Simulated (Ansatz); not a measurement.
**ZnSe: how the settings move a single-point run**

Question: which choices in the input matter for ZnSe? The cell is built on a prototype (CsCl type) and needn't be the phase found in nature.

Method: reference: DFT, PBE, plane waves, PAW, in Ansatz 0.2.0.

3 further runs of the same task are left out: 1 for a known fault of the program, 2 that didn't finish.

### 1 The system as given

Symmetry: Pm-3m, No. 221, cubic system. The conventional cell has a = 3.325 Å, b = 3.325 Å, c = 3.325 Å, α = 90.00°, β = 90.00°, γ = 90.00°. Around Zn (site symmetry m-3m) lie 8 Se at 2.88 Å. Around Se (site symmetry m-3m) lie 8 Zn at 2.88 Å.

Coordinates:

```cif
data_structure
_symmetry_space_group_name_H-M 'Pm-3m'
_symmetry_Int_Tables_number 221
_cell_length_a 3.3252
_cell_length_b 3.3252
_cell_length_c 3.3252
_cell_angle_alpha 90.000
_cell_angle_beta 90.000
_cell_angle_gamma 90.000
_cell_volume 36.77
loop_
_atom_site_label
_atom_site_type_symbol
_atom_site_symmetry_multiplicity
_atom_site_Wyckoff_symbol
_atom_site_fract_x
_atom_site_fract_y
_atom_site_fract_z
_atom_site_occupancy
Zn1 Zn 1 a 0.00000 0.00000 0.00000 1
Se1 Se 1 b 0.50000 0.50000 0.50000 1
```

### 2 Reference

Contents of input.yaml:

```yaml
crystal:
  lattice:
    - [3.3251530431, 0.0, 0.0]
    - [0.0, 3.3251530431, 0.0]
    - [0.0, 0.0, 3.3251530431]
  atoms:
    - { symbol: Zn, position: [0.0, 0.0, 0.0] }
    - { symbol: Se, position: [0.5, 0.5, 0.5] }
kpoints:
  mp_grid: { grid: [6, 6, 6] }
hamiltonian:
  xc: pbe
scf:
  occupations: { method: fermi_dirac, width: 0.02 }
  n_extra_bands: 4
output:
  forces: true
  stress: true
  eigenvalues: true
```

On the command line:

```sh
ansatz run input.yaml --threads 4 --pin off --max-ram 3686MiB --backend cpu --events-out ev --progress --plain --runs-dir out
```

What it wrote (excerpt; [...] marks lines left out):

```text
Warning: RAYON_NUM_THREADS=4 ignored (pool sized by the plan → 4); use --threads N
scf.n_extra_bands = 4 over 14 filled bands (N_el = 28.0): the run solves 18 bands
[...]
Pseudopotentials: kind: paw
Pseudopotential: Zn, paw, valence charge 12, recommended cutoff 420 eV (normal), Zn.paw.azcp
Pseudopotential: Se, paw, valence charge 16, recommended cutoff 420 eV (normal), Se.paw.azcp
Functional definition: PBE
[...]
Crystal: 2 atoms, lattice volume = 36.765 Å³
Basis set: ecut = 420 eV, 739 PW (Γ), exchange–correlation on 48×48×48 points (8 copies of the dense FFT grid, shifted against one another)
Bands: 18, of which v1, the nominal top of the filled ones, is band 14 counted from 1 (13 counted from 0)
Symmetry: 48 space group operations
Space group: Pm-3m (ITA 221), of the structure as read, at distance tolerance 3.3e-5 Å
k-points: 20 of 216
[...]
SCF iter   1: F=—  HF=-8787.871925 eV  |F-HF|=—  |Δ(HF+E_count)|=         —  Δρ=1.76e-3  dr2=1.71e-3  ethr=1.77e-3  ⟨swp⟩=5.8  Hψ=1678  notcnv=0
[...]
SCF iter   6: F=-8787.871762 eV  HF=-8787.871762 eV  |F-HF|=2.76e-10  |Δ(HF+E_count)|=   4.75e-8  Δρ=1.94e-6  dr2=6.32e-10  ethr=3.57e-10  ⟨swp⟩=5.0  Hψ=1547  notcnv=0
[...]
SCF converged after 6 iterations
Free energy (F): -8787.871762 eV
[...]
E sigma→0 (E₀):  -8787.870418 eV
Entropy (-TS):   -0.002689 eV (-1.344 meV/atom)
Fermi energy:    10.478986 eV
[...]
--- Forces (eV/Å), atoms counted from 1 ---
  atom   1  Zn    -0.00000000     0.00000000     0.00000000
  atom   2  Se     0.00000000     0.00000000    -0.00000000
[...]
--- Stress (GPa, compression-positive) ---
        1.118916       0.000000       0.000000
        0.000000       1.118916       0.000000
        0.000000       0.000000       1.118916
  P = ⅓ Tr σ = 1.1189 GPa (11.189 kbar)
--- Band table (eV; the first three rows and the last of 20) ---
  k-point 0: bands = ["-37.3681", "-37.3681", "-37.3651", "-37.3651", "-37.3651", "-4.1451", "3.4140", "3.4140", "3.7140", "3.7140", "3.7140", "9.2899", "9.2899", "9.2899", "9.3051", "16.3081", "16.3081", "21.7263"]
[...]
```

It took 0.39 s on 4 threads of Arm Neoverse V1, shared host; peak memory 0.3 GiB.

### 3 Changing settings: occupations.width 0.2

input.yaml, as its differences from that of step 2:

```diff
@@ -13,3 +13,3 @@
 scf:
-  occupations: { method: fermi_dirac, width: 0.02 }
+  occupations: { method: fermi_dirac, width: 0.2 }
   n_extra_bands: 4
```

On the command line:

```sh
ansatz run input.yaml --threads 4 --pin off --max-ram 3686MiB --backend cpu --events-out ev --progress --plain --runs-dir out
```

What it wrote (excerpt; [...] marks lines left out):

```text
Warning: RAYON_NUM_THREADS=4 ignored (pool sized by the plan → 4); use --threads N
scf.n_extra_bands = 4 over 14 filled bands (N_el = 28.0): the run solves 18 bands
[...]
[... 4 set-up lines as earlier in the session ...]
[...]
Crystal: 2 atoms, lattice volume = 36.765 Å³
Basis set: ecut = 420 eV, 739 PW (Γ), exchange–correlation on 48×48×48 points (8 copies of the dense FFT grid, shifted against one another)
Bands: 18, of which v1, the nominal top of the filled ones, is band 14 counted from 1 (13 counted from 0)
[... 2 set-up lines as earlier in the session ...]
k-points: 20 of 216
[...]
SCF iter   1: F=—  HF=-8787.940716 eV  |F-HF|=—  |Δ(HF+E_count)|=         —  Δρ=2.05e-3  dr2=2.63e-3  ethr=1.77e-3  ⟨swp⟩=5.2  Hψ=1668  notcnv=0
[...]
SCF iter   7: F=-8787.940034 eV  HF=-8787.940034 eV  |F-HF|=4.52e-8  |Δ(HF+E_count)|=   2.83e-7  Δρ=1.32e-5  dr2=5.13e-8  ethr=3.57e-10  ⟨swp⟩=3.1  Hψ=1438  notcnv=0
[...]
SCF converged after 7 iterations
Free energy (F): -8787.940034 eV
[...]
E sigma→0 (E₀):  -8787.871670 eV
Entropy (-TS):   -0.136728 eV (-68.364 meV/atom)
Fermi energy:    10.525522 eV
[...]
--- Forces (eV/Å), atoms counted from 1 ---
  atom   1  Zn    -0.00000000     0.00000000     0.00000000
  atom   2  Se    -0.00000000    -0.00000000     0.00000000
[...]
--- Stress (GPa, compression-positive) ---
        1.652342       0.000000       0.000000
        0.000000       1.652342       0.000000
        0.000000       0.000000       1.652342
  P = ⅓ Tr σ = 1.6523 GPa (16.523 kbar)
--- Band table (eV; the first three rows and the last of 20) ---
  k-point 0: bands = ["-37.3585", "-37.3585", "-37.3555", "-37.3555", "-37.3555", "-4.1426", "3.4195", "3.4195", "3.7199", "3.7199", "3.7199", "9.2921", "9.2921", "9.2921", "9.3076", "16.3092", "16.3092", "21.7283"]
[...]
```

Run time: 0.46 s. Hardware: 4 threads of Arm Neoverse V1, shared host; peak memory 0.31 GiB.

Changing the smearing moves the energy by -0.6 meV/atom (σ→0 values), and the pressure goes from 1.1 to 1.7 GPa. Cost: 7 SCF cycles against 6.

### 4 Changed: n_extra_bands 24

input.yaml, as its differences from that of step 2:

```diff
@@ -14,3 +14,3 @@
   occupations: { method: fermi_dirac, width: 0.02 }
-  n_extra_bands: 4
+  n_extra_bands: 24
 output:
```

On the command line:

```sh
ansatz run input.yaml --threads 4 --pin off --max-ram 3686MiB --backend cpu --events-out ev --progress --plain --runs-dir out
```

What it wrote (excerpt; [...] marks lines left out):

```text
Warning: RAYON_NUM_THREADS=4 ignored (pool sized by the plan → 4); use --threads N
scf.n_extra_bands = 24 over 14 filled bands (N_el = 28.0): the run solves 38 bands
[...]
[... 4 set-up lines as earlier in the session ...]
[...]
Crystal: 2 atoms, lattice volume = 36.765 Å³
Basis set: ecut = 420 eV, 739 PW (Γ), exchange–correlation on 48×48×48 points (8 copies of the dense FFT grid, shifted against one another)
Bands: 38, of which v1, the nominal top of the filled ones, is band 14 counted from 1 (13 counted from 0)
[... 2 set-up lines as earlier in the session ...]
k-points: 20 of 216
[...]
SCF iter   1: F=—  HF=-8787.872322 eV  |F-HF|=—  |Δ(HF+E_count)|=         —  Δρ=1.83e-3  dr2=1.77e-3  ethr=1.77e-3  ⟨swp⟩=5.6  Hψ=3238  notcnv=0  defer=171
[...]
SCF iter   7: F=-8787.871762 eV  HF=-8787.871762 eV  |F-HF|=7.06e-8  |Δ(HF+E_count)|=   1.41e-7  Δρ=1.81e-5  dr2=8.00e-8  ethr=3.57e-10  ⟨swp⟩=7.5  Hψ=3908  notcnv=0
[...]
SCF converged after 7 iterations
Free energy (F): -8787.871762 eV
[...]
E sigma→0 (E₀):  -8787.870418 eV
Entropy (-TS):   -0.002689 eV (-1.344 meV/atom)
Fermi energy:    10.479163 eV
[...]
--- Forces (eV/Å), atoms counted from 1 ---
  atom   1  Zn    -0.00000000     0.00000000    -0.00000000
  atom   2  Se     0.00000000     0.00000000     0.00000000
[...]
--- Stress (GPa, compression-positive) ---
        1.118898       0.000000       0.000000
        0.000000       1.118898       0.000000
        0.000000       0.000000       1.118898
  P = ⅓ Tr σ = 1.1189 GPa (11.189 kbar)
--- Band table (eV; the first three rows and the last of 20) ---
[...]
```

Run time: 0.52 s. Hardware: 4 threads of Arm Neoverse V1, shared host; peak memory 0.31 GiB.

With the changed band count the energy agrees within 0.5 meV/atom. Cost: 7 SCF cycles against 6.

### 5 Changed: dr2_threshold 1.0e-12

input.yaml, as its differences from that of step 2:

```diff
@@ -15,2 +15,4 @@
   n_extra_bands: 4
+  convergence: { dr2_threshold: 1.0e-12 }
+  max_iter: 90
 output:
```

On the command line:

```sh
ansatz run input.yaml --threads 4 --pin off --max-ram 3686MiB --backend cpu --events-out ev --progress --plain --runs-dir out
```

What it wrote (excerpt; [...] marks lines left out):

```text
Warning: RAYON_NUM_THREADS=4 ignored (pool sized by the plan → 4); use --threads N
scf.n_extra_bands = 4 over 14 filled bands (N_el = 28.0): the run solves 18 bands
[...]
[... 4 set-up lines as earlier in the session ...]
[...]
Crystal: 2 atoms, lattice volume = 36.765 Å³
Basis set: ecut = 420 eV, 739 PW (Γ), exchange–correlation on 48×48×48 points (8 copies of the dense FFT grid, shifted against one another)
Bands: 18, of which v1, the nominal top of the filled ones, is band 14 counted from 1 (13 counted from 0)
[... 2 set-up lines as earlier in the session ...]
k-points: 20 of 216
[...]
SCF iter   1: F=—  HF=-8787.871925 eV  |F-HF|=—  |Δ(HF+E_count)|=         —  Δρ=1.76e-3  dr2=1.71e-3  ethr=1.77e-3  ⟨swp⟩=5.8  Hψ=1678  notcnv=0
[...]
SCF iter   8: F=-8787.871762 eV  HF=-8787.871762 eV  |F-HF|=3.64e-12  |Δ(HF+E_count)|=  2.89e-10  Δρ=8.74e-8  dr2=9.72e-13  ethr=1.00e-12  ⟨swp⟩=4.2  Hψ=1792  notcnv=0
[...]
SCF converged after 8 iterations
Free energy (F): -8787.871762 eV
[...]
E sigma→0 (E₀):  -8787.870418 eV
Entropy (-TS):   -0.002689 eV (-1.344 meV/atom)
Fermi energy:    10.478992 eV
[...]
--- Forces (eV/Å), atoms counted from 1 ---
  atom   1  Zn    -0.00000000     0.00000000     0.00000000
  atom   2  Se     0.00000000    -0.00000000     0.00000000
[...]
--- Stress (GPa, compression-positive) ---
        1.118958       0.000000       0.000000
        0.000000       1.118958       0.000000
        0.000000       0.000000       1.118958
  P = ⅓ Tr σ = 1.1190 GPa (11.190 kbar)
--- Band table (eV; the first three rows and the last of 20) ---
  k-point 0: bands = ["-37.3680", "-37.3680", "-37.3650", "-37.3650", "-37.3650", "-4.1450", "3.4139", "3.4139", "3.7140", "3.7140", "3.7140", "9.2899", "9.2899", "9.2899", "9.3051", "16.3081", "16.3081", "21.7263"]
[...]
```

It took 0.43 s on 4 threads of Arm Neoverse V1, shared host; peak memory 0.31 GiB.

The changed convergence setting doesn't alter the result here (within 0.5 meV/atom). Cost: 8 SCF cycles against 6.

### 6 Changing settings: dispersion d4

input.yaml, as its differences from that of step 2:

```diff
@@ -12,2 +12,3 @@
   xc: pbe
+  dispersion: d4
 scf:
```

On the command line:

```sh
ansatz run input.yaml --threads 4 --pin off --max-ram 3686MiB --backend cpu --events-out ev --progress --plain --runs-dir out
```

What it wrote (excerpt; [...] marks lines left out):

```text
Warning: RAYON_NUM_THREADS=4 ignored (pool sized by the plan → 4); use --threads N
scf.n_extra_bands = 4 over 14 filled bands (N_el = 28.0): the run solves 18 bands
[...]
[... 4 set-up lines as earlier in the session ...]
[...]
Crystal: 2 atoms, lattice volume = 36.765 Å³
Basis set: ecut = 420 eV, 739 PW (Γ), exchange–correlation on 48×48×48 points (8 copies of the dense FFT grid, shifted against one another)
Bands: 18, of which v1, the nominal top of the filled ones, is band 14 counted from 1 (13 counted from 0)
[... 2 set-up lines as earlier in the session ...]
k-points: 20 of 216
[...]
SCF iter   1: F=—  HF=-8788.639999 eV  |F-HF|=—  |Δ(HF+E_count)|=         —  Δρ=1.76e-3  dr2=1.71e-3  ethr=1.77e-3  ⟨swp⟩=5.8  Hψ=1678  notcnv=0
[...]
SCF iter   6: F=-8788.639836 eV  HF=-8788.639836 eV  |F-HF|=2.76e-10  |Δ(HF+E_count)|=   4.75e-8  Δρ=1.94e-6  dr2=6.32e-10  ethr=3.57e-10  ⟨swp⟩=5.0  Hψ=1547  notcnv=0
[...]
SCF converged after 6 iterations
Free energy (F): -8788.639836 eV
[...]
E sigma→0 (E₀):  -8788.638492 eV
Entropy (-TS):   -0.002689 eV (-1.344 meV/atom)
Fermi energy:    10.478986 eV
[...]
--- Forces (eV/Å), atoms counted from 1 ---
  atom   1  Zn    -0.00000000    -0.00000000     0.00000000
  atom   2  Se     0.00000000    -0.00000000    -0.00000000
[...]
--- Stress (GPa, compression-positive) ---
       -1.996987       0.000000      -0.000000
        0.000000      -1.996987       0.000000
        0.000000       0.000000      -1.996987
  P = ⅓ Tr σ = -1.9970 GPa (-19.970 kbar)
--- Band table (eV; the first three rows and the last of 20) ---
  k-point 0: bands = ["-37.3681", "-37.3681", "-37.3651", "-37.3651", "-37.3651", "-4.1451", "3.4140", "3.4140", "3.7140", "3.7140", "3.7140", "9.2899", "9.2899", "9.2899", "9.3051", "16.3081", "16.3081", "21.7263"]
[...]
```

It took 0.42 s on 4 threads of Arm Neoverse V1, shared host; peak memory 0.3 GiB.

The energy moves by -384.0 meV/atom, nearly all of it the dispersion term itself (-384.0 meV/atom); that offset belongs to the model and is no gain or loss of stability; the pressure goes from 1.1 to -2.0 GPa.

### 7 Changing settings: xc lda

input.yaml, as its differences from that of step 2:

```diff
@@ -11,3 +11,3 @@
 hamiltonian:
-  xc: pbe
+  xc: lda
 scf:
```

On the command line:

```sh
ansatz run input.yaml --threads 4 --pin off --max-ram 3686MiB --backend cpu --events-out ev --progress --plain --runs-dir out
```

What it wrote (excerpt; [...] marks lines left out):

```text
Warning: RAYON_NUM_THREADS=4 ignored (pool sized by the plan → 4); use --threads N
scf.n_extra_bands = 4 over 14 filled bands (N_el = 28.0): the run solves 18 bands
[...]
[... 3 set-up lines as earlier in the session ...]
Functional definition: SPW92
[...]
Crystal: 2 atoms, lattice volume = 36.765 Å³
Basis set: ecut = 420 eV, 739 PW (Γ)
Bands: 18, of which v1, the nominal top of the filled ones, is band 14 counted from 1 (13 counted from 0)
[... 2 set-up lines as earlier in the session ...]
k-points: 20 of 216
[...]
SCF iter   1: F=—  HF=-8629.228851 eV  |F-HF|=—  |Δ(HF+E_count)|=         —  Δρ=6.80e-3  dr2=1.75e-2  ethr=1.77e-3  ⟨swp⟩=5.9  Hψ=1687  notcnv=0
[...]
SCF iter   7: F=-8629.224762 eV  HF=-8629.224762 eV  |F-HF|=2.58e-9  |Δ(HF+E_count)|=   5.76e-8  Δρ=3.35e-6  dr2=4.03e-9  ethr=3.57e-10  ⟨swp⟩=5.1  Hψ=1591  notcnv=0
[...]
SCF converged after 7 iterations
Free energy (F): -8629.224762 eV
[...]
E sigma→0 (E₀):  -8629.223128 eV
Entropy (-TS):   -0.003268 eV (-1.634 meV/atom)
Fermi energy:    10.139609 eV
[...]
--- Forces (eV/Å), atoms counted from 1 ---
  atom   1  Zn    -0.00000000    -0.00000000     0.00000000
  atom   2  Se     0.00000000    -0.00000000     0.00000000
[...]
--- Stress (GPa, compression-positive) ---
       -5.309489       0.000000       0.000000
       -0.000000      -5.309489       0.000000
       -0.000000       0.000000      -5.309489
  P = ⅓ Tr σ = -5.3095 GPa (-53.095 kbar)
--- Band table (eV; the first three rows and the last of 20) ---
  k-point 0: bands = ["-37.8540", "-37.8540", "-37.8512", "-37.8512", "-37.8512", "-4.5101", "2.9869", "2.9869", "3.2861", "3.2861", "3.2861", "8.7855", "8.9518", "8.9518", "8.9518", "16.0103", "16.0103", "21.2012"]
[...]
```

It took 0.44 s on 4 threads of Arm Neoverse V1, shared host; peak memory 0.3 GiB.

Total energies don't compare across a change of functional; the pressure goes from 1.1 to -5.3 GPa. At this fixed cell a lower pressure means that this functional prefers a smaller volume than the reference.

### 8 Changing settings: dispersion d3bj

input.yaml, as its differences from that of step 2:

```diff
@@ -12,2 +12,3 @@
   xc: pbe
+  dispersion: d3bj
 scf:
```

On the command line:

```sh
ansatz run input.yaml --threads 4 --pin off --max-ram 3686MiB --backend cpu --events-out ev --progress --plain --runs-dir out
```

What it wrote (excerpt; [...] marks lines left out):

```text
Warning: RAYON_NUM_THREADS=4 ignored (pool sized by the plan → 4); use --threads N
scf.n_extra_bands = 4 over 14 filled bands (N_el = 28.0): the run solves 18 bands
[...]
[... 4 set-up lines as earlier in the session ...]
[...]
Crystal: 2 atoms, lattice volume = 36.765 Å³
Basis set: ecut = 420 eV, 739 PW (Γ), exchange–correlation on 48×48×48 points (8 copies of the dense FFT grid, shifted against one another)
Bands: 18, of which v1, the nominal top of the filled ones, is band 14 counted from 1 (13 counted from 0)
[... 2 set-up lines as earlier in the session ...]
k-points: 20 of 216
[...]
SCF iter   1: F=—  HF=-8788.667086 eV  |F-HF|=—  |Δ(HF+E_count)|=         —  Δρ=1.76e-3  dr2=1.71e-3  ethr=1.77e-3  ⟨swp⟩=5.8  Hψ=1678  notcnv=0
[...]
SCF iter   6: F=-8788.666922 eV  HF=-8788.666922 eV  |F-HF|=2.76e-10  |Δ(HF+E_count)|=   4.75e-8  Δρ=1.94e-6  dr2=6.32e-10  ethr=3.57e-10  ⟨swp⟩=5.0  Hψ=1547  notcnv=0
[...]
SCF converged after 6 iterations
Free energy (F): -8788.666922 eV
[...]
E sigma→0 (E₀):  -8788.665578 eV
Entropy (-TS):   -0.002689 eV (-1.344 meV/atom)
Fermi energy:    10.478986 eV
[...]
--- Forces (eV/Å), atoms counted from 1 ---
  atom   1  Zn    -0.00000000     0.00000000     0.00000000
  atom   2  Se     0.00000000     0.00000000     0.00000000
[...]
--- Stress (GPa, compression-positive) ---
       -2.357934       0.000000      -0.000000
        0.000000      -2.357934       0.000000
        0.000000       0.000000      -2.357934
  P = ⅓ Tr σ = -2.3579 GPa (-23.579 kbar)
--- Band table (eV; the first three rows and the last of 20) ---
  k-point 0: bands = ["-37.3681", "-37.3681", "-37.3651", "-37.3651", "-37.3651", "-4.1451", "3.4140", "3.4140", "3.7140", "3.7140", "3.7140", "9.2899", "9.2899", "9.2899", "9.3051", "16.3081", "16.3081", "21.7263"]
[...]
```

It took 0.39 s on 4 threads of Arm Neoverse V1, shared host; peak memory 0.3 GiB.

The energy moves by -397.6 meV/atom, nearly all of it the dispersion term itself (-397.6 meV/atom); that offset belongs to the model and is no gain or loss of stability; the pressure goes from 1.1 to -2.4 GPa.

### 9 Comparison

```tsv
run	ending	energy change	pressure (GPa)	gap (eV)	force (eV/Å)	cycles	time
reference	converged	0	1.1	0.00	0.00	6	0.39 s
1: occupations.width 0.2	converged	-0.6 meV/atom (σ→0)	1.7	0.00	0.00	7	0.46 s
2: n_extra_bands 24	converged	0.0 meV/atom	1.1	0.00	0.00	7	0.52 s
3: dr2_threshold 1.0e-12	converged	0.0 meV/atom	1.1	0.00	0.00	8	0.43 s
4: dispersion d4	converged	-384.0 meV/atom (offset of the dispersion model)	-2.0	0.00	0.00	6	0.42 s
5: xc lda	converged	not comparable	-5.3	0.00	0.00	7	0.44 s
6: dispersion d3bj	converged	-397.6 meV/atom (offset of the dispersion model)	-2.4	0.00	0.00	6	0.39 s
```

Residual by cycle in the longest SCF loop of each run; runs are numbered as in the table. The quantity is the density residual dr2, in eV.

```tsv
cycle	reference	run 1	run 2	run 3	run 4	run 5	run 6
1	0.00171	0.00263	0.00177	0.00171	0.00171	0.0175	0.00171
2	3.5e-4	0.00151	6.2e-4	3.5e-4	3.5e-4	0.0133	3.5e-4
3	3.4e-5	3.2e-4	5.3e-5	3.4e-5	3.4e-5	0.00213	3.4e-5
4	3.7e-6	5.9e-6	6.0e-6	3.7e-6	3.7e-6	3.8e-4	3.7e-6
5	2.6e-7	3.3e-6	2.5e-6	2.6e-7	2.6e-7	3.1e-5	2.6e-7
6	6.3e-10	8.4e-7	6.4e-7	6.2e-10	6.3e-10	2.7e-7	6.3e-10
7	-	5.1e-8	8.0e-8	7.9e-10	-	4.0e-9	-
8	-	-	-	9.7e-13	-	-	-
```

The pressure spans -5.3 to 1.7 GPa over the reference and the converged variants. Semilocal functionals close small gaps, so the missing gap need not be the real solid's.
